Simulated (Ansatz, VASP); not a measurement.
**Two plane-wave programs on Pt**

```xyz
1
Lattice="0.0000 1.8858 2.0843 1.8858 0.0000 2.0843 1.8858 1.8858 0.0000" Properties=species:S:1:pos:R:3 pbc="T T T"
Pt    0.0000    0.0000    0.0000
```

Change from the starting cell: strain -0.050 along x and y, +0.050 along z, atoms carried along.

Alike in both runs: task single point; functional PBE; k mesh 26 × 26 × 26; occupations gaussian, width 0.15 eV; no spin polarisation.

```csv
,VASP,Ansatz
version,VASP 6.6.1,Ansatz 0.2.0
potentials or method,"VASP PAW PBE potentials, release 64 (Pt)","scalar-relativistic, plane waves, PAW"
plane-wave cutoff (eV),520,420
valence electrons in the cell,10,18
```

```csv
,VASP,Ansatz,Ansatz less VASP
gap on the k mesh at the Fermi level (eV),none,none,-
pressure (GPa),16.4,17.0,+0.58
largest component of the traceless stress (GPa),9.52,9.60,+0.082
```

A gap of «none» marks a metal or a gap that the smearing closes. With one functional, cell and mesh, what is left measures potentials, basis and numerics. The two sets of potentials don't hold the same shells in valence.

Caveats: so large a pressure means that the cell lies far from this level's equilibrium, or that cutoff or potentials fall short (VASP). Spin-orbit coupling is left out, which matters for the levels of Pt.
